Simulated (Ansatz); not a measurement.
The system is WS2 (Tungstenite).

```
W S
1.0
     3.18000    0.00000    0.00000
    -1.59000    2.75396    0.00000
     0.00000    0.00000   12.50000
W S
2 4
Direct
  0.66667 0.33333 0.75000
  0.33333 0.66667 0.25000
  0.66667 0.33333 0.37500
  0.33333 0.66667 0.87500
  0.66667 0.33333 0.12500
  0.33333 0.66667 0.62500
```

```yaml
Program: Ansatz 0.2.0
Task: relaxation of cell and atoms
Functional: PBEsol
Potentials_or_basis: Ansatz PAW
Cutoff: "420 eV (not typed: the program's choice for these potentials)"
k_mesh: 10 × 10 × 3
Occupations: fermi-dirac, width 0.05 eV
Spin: no spin polarisation
```

At the start: volume 18.24 Å³/atom.

Task: How do energy, volume and symmetry change on relaxing?

Result: It ends after 5 steps and the volume is 18.14 Å³/atom (-0.6 %); space group P6_3/mmc (No. 194, to 0.05 Å).

The path:
```tsv
step	energy change (eV)	largest force (eV/Å)	volume (Å³)
1	0.0000	0.1536	109.47
2	-0.0254	0.0553	108.45
3	-0.0259	0.0094	108.63
4	-0.0259	0.0019	108.82
5	-0.0258	0.0019	108.82
```

Final structure:
```xyz
6
Lattice="3.1462 0.0000 0.0000 -1.5731 2.7247 0.0000 0.0000 0.0000 12.6940" Properties=species:S:1:pos:R:3 pbc="T T T"
W     1.5731    0.9082    9.5205
W     0.0000    1.8165    3.1735
S     1.5731    0.9082    4.7411
S     0.0000    1.8165   11.0881
S     1.5731    0.9082    1.6059
S     0.0000    1.8165    7.9529
```

Caveat: the plane-wave basis is chosen anew once the cell has moved, so the energies of steps on either side of that aren't comparable; this functional lacks dispersion, which binds the layers, so the pressure and a relaxed spacing across them are unreliable; the PAW data sets come from PBE, with cores solved anew for the run's functional, which leaves a small shift of forces and pressure.
